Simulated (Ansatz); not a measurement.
**Ge under changes of volume**

One of the cells (22.639 Å³/atom); the others are scaled copies at fixed shape and fractional positions:

```
Ge
1.0
     0.00000    2.82891    2.82891
     2.82891    0.00000    2.82891
     2.82891    2.82891    0.00000
Ge
2
Direct
  0.75000 0.75000 0.75000
  0.50000 0.50000 0.50000
```

| Property | Result |
| --- | --- |
| Program | Ansatz 0.2.0 |
| Functional | PBEsol |
| Dispersion | D4 |
| Potentials or basis | Ansatz PAW |
| Cutoff | 420 eV (not typed: the program's choice for these potentials) |
| k mesh | 8 × 8 × 8 |
| Occupations | fermi-dirac, width 0.05 eV |
| Spin | no spin polarisation |

```csv
volume (Å³/atom),energy over the lowest point (meV/atom),pressure (GPa)
21.281,14.04,4.3
21.733,4.70,2.4
22.186,?,?
22.639,0.00,-0.6
23.092,3.41,-1.8
23.545,10.22,-3.0
23.997,20.04,-4.0
```

Task: What does the run at 22.186 Å³/atom give?

Result: Energy over the lowest point 0.24 meV/atom; pressure 0.8 GPa.

Worked out: A Birch-Murnaghan fit of order 3 (a polynomial in V^(-2/3)) to the other rows has its minimum at 22.44 Å³/atom with B0 = V·E''(V) = 69 GPa and B' = 4.9. It gives 0.22 meV/atom at 22.186 Å³/atom, against the run's 0.24, and -dE/dV = 0.8 GPa, against 0.8.

Energies are extrapolated to zero smearing.

Caveats: the PAW data sets come from PBE, with cores solved anew for the run's functional, which leaves a small shift of forces and pressure; pairwise dispersion overbinds metals, which lowers pressure and volume (some runs).
